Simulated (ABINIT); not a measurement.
Runs of ABINIT 10.8.3 (patched build) on Ge. It takes space group Fd-3m (No. 227, cubic). The conventional cell has a = 5.658 Å, b = 5.658 Å, c = 5.658 Å, α = 90.00°, β = 90.00°, γ = 90.00°. Ge (site symmetry -43m) is surrounded by 4 Ge at 2.45 Å. 

```tsv
task	level	potentials or basis	k mesh	cutoff (eV)	fine-grid cutoff	mesh quality	gap on the mesh (eV)	pressure (GPa)
band structure	WC	JTH PAW PBE v2.0	8 × 8 × 8	544	1088.46 eV	not flagged	none	-
band structure	revPBE	JTH PAW PBE v2.0	8 × 8 × 8	544	1088.46 eV	not flagged	0.08	-
single point	PBE	JTH PAW PBE v2.0	5 × 5 × 5	544	1088.46 eV	coarse	none	-
band structure	PBEsol	JTH PAW PBE v2.0	8 × 8 × 8	544	1088.46 eV	not flagged	none	-
band structure	PW91	PseudoDojo NC SR PBE v0.4.1 standard	8 × 8 × 8	1061	-	not flagged	none	(a)
band structure	RPBE	JTH PAW PBE v2.0	8 × 8 × 8	544	1088.46 eV	not flagged	(b)	-
band structure	LDA-VWN	JTH PAW LDA v2.0	8 × 8 × 8	544	1088.46 eV	not flagged	none	-
band structure	PBE	SPMS NC PBE v1.0	8 × 8 × 8	844	-	not flagged	none	3.7
single point	LDA	JTH PAW LDA v2.0	5 × 5 × 5	544	1088.46 eV	coarse	none	-
single point	PBE	JTH PAW PBE v2.0	10 × 10 × 10	544	1088.46 eV	not flagged	none	-
band structure	HCTH407	JTH PAW PBE v2.0	8 × 8 × 8	544	1088.46 eV	not flagged	0.10	-
```

Alike in all rows: no spin polarisation; cell as given; smearing fermi-dirac 0.05 eV.

Task: Estimate the missing entries.

Result: (a) 3.5; (b) 0.11.

Caveats: some runs use coarse meshes; this crystal is a semiconductor, whose small gap the functional closes, so the metal is an error of the method (some runs); the PAW data sets were made with another functional, which shifts forces and pressure a little (some runs); the potentials were made for another functional, which shifts forces and pressure (some runs).

A k mesh can miss the band edges, and the runs leave out spin-orbit coupling on Ge.

A gap of «none» marks a metal or a gap under the smearing width.
